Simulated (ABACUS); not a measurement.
Wanted: the native input for an ABACUS 3.10.1 run.

* Task: relaxation of cell and atoms
* Functional: PBE
* Potentials or basis: SG15 ONCV 1.2 PBE
* Cutoff: 1361 eV
* Density cutoff: 5442 eV
* Basis: TZDP LCAO (the cutoffs set its grid)
* k mesh: 9 × 9 × 5
* Occupations: fermi-dirac, width 0.05 eV
* Spin: no spin polarisation
* Orbital files: Hf Hf_confined-atom_8au_4s3p3d2f.orb
* Max steps of the relaxation: 60
* Force threshold: 0.005 eV/Å
* Optimiser: cg
* Stress threshold: 0.2 kbar
* Radial cutoff of the potentials (pseudo_rcut): 10 bohr
* SCF threshold on the density: 1e-07
* Max SCF steps: 100
* Eigensolver: genelpa
* Mixing: broyden
* Mixing share: 0.7
* Symmetry key: 1
* Bands: 32

The system is Hf.

```
Hf
1.0
     3.19670    0.00000    0.00000
    -1.59835    2.76842    0.00000
     0.00000    0.00000    5.05780
Hf
2
Cartesian
  1.5984 0.9228 3.7934
  0.0000 1.8456 1.2645
```

One way to write it, as run:

INPUT

```
INPUT_PARAMETERS
suffix              Hf
calculation         cell-relax
basis_type          lcao
pseudo_dir          ./
orbital_dir         ./
symmetry            1
dft_functional      pbe
ecutwfc             100
pseudo_rcut         10
nspin               1
nbands              32
ks_solver           genelpa
smearing_method     fd
smearing_sigma      0.00367493
scf_thr             1e-07
scf_nmax            100
mixing_type         broyden
mixing_beta         0.7
cal_force           1
cal_stress          1
out_mul             1
relax_nmax          60
force_thr_ev        0.005
relax_method        cg
out_stru            1
stress_thr          0.2
```

STRU

```
ATOMIC_SPECIES
Hf 178.4900 Hf_ONCV_PBE-1.2.upf

NUMERICAL_ORBITAL
Hf_confined-atom_8au_4s3p3d2f.orb

LATTICE_CONSTANT
1.8897261246

LATTICE_VECTORS
3.1967000000 0.0000000000 0.0000000000
-1.5983500000 2.7684234083 0.0000000000
0.0000000000 0.0000000000 5.0578000000

ATOMIC_POSITIONS
Direct

Hf
0.0
2
0.6666666667 0.3333333333 0.7500000000 1 1 1
0.3333333333 0.6666666667 0.2500000000 1 1 1
```

KPT

```
K_POINTS
0
Gamma
9 9 5 0 0 0
```

Potentials or basis: SG15 ONCV 1.2 PBE, TZDP LCAO (the cutoffs set its grid).

The run is started by

```bash
$ OMP_NUM_THREADS=1 mpirun -np 4 abacus > log
```

Results of the run:

```
Relaxed volume                         : 22.57 Å³/atom
Relaxed cell                           : a = 3.209 Å, b = 3.209 Å, c = 5.060 Å, α = 90.00°, β = 90.00°, γ = 120.00°
Space group after relaxing (to 0.05 Å) : P6_3/mmc (No. 194)
Energy gained by relaxing              : 0.5 meV/atom
Ionic steps                            : 7
Pressure after relaxing                : 0.0 GPa
```

Caveat: the atomic orbitals were generated for these runs and aren't a published set; the basis of atomic orbitals isn't converged, which shifts pressures, moduli and gaps.

It took 66 s on 4 MPI ranks on Intel(R) Xeon(R) Platinum 8488C (Sapphire Rapids), with other jobs on the host, peak memory 0.6 GiB a rank.
